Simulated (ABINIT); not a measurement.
## MoP: single point with PBE

Crystal: MoP.

```xyz
2
Lattice="3.2230 0.0000 0.0000 -1.6115 2.7912 0.0000 0.0000 0.0000 3.1910" Properties=species:S:1:pos:R:3 pbc="T T T"
Mo    0.0000    0.0000    0.0000
P     0.0000    1.8608    1.5955
```

```yaml
Program: ABINIT 10.8.3 (patched build)
Task: single point
Functional: PBE
Potentials_or_basis: JTH PAW PBE v2.0
Cutoff: 544 eV
k_mesh: 10 × 10 × 8
Occupations: fermi-dirac, width 0.05 eV
Spin: no spin polarisation
```

The pressure is 2.8 GPa. The band gap on the k mesh is none (metal or under the smearing width) and the valence electrons inside the program's atomic spheres are Mo 11.34; P 1.59.

Stress tensor (GPa, compression positive):
```
2.97 0.00 0.00
0.00 2.97 0.00
0.00 0.00 2.47
```

Levels at points of the mesh, in eV from the Fermi level:
```
           k point  band 8  band 9  band 10  band 11  band 12  band 13
(0.00, 0.00, 0.00)   -3.29   -0.71     0.29     0.29     4.14     4.14
(0.50, 0.00, 0.00)   -3.72   -1.27    -0.41     1.73     2.38     4.66
(0.00, 0.00, 0.50)   -2.71   -1.66    -1.66     1.34     2.95     2.95
(0.50, 0.00, 0.50)   -4.42   -1.04     1.45     1.86     3.56     5.07
```

It took 24 s on 1 thread of Arm Neoverse V1, with other jobs on the host, peak memory 0.12 GiB.
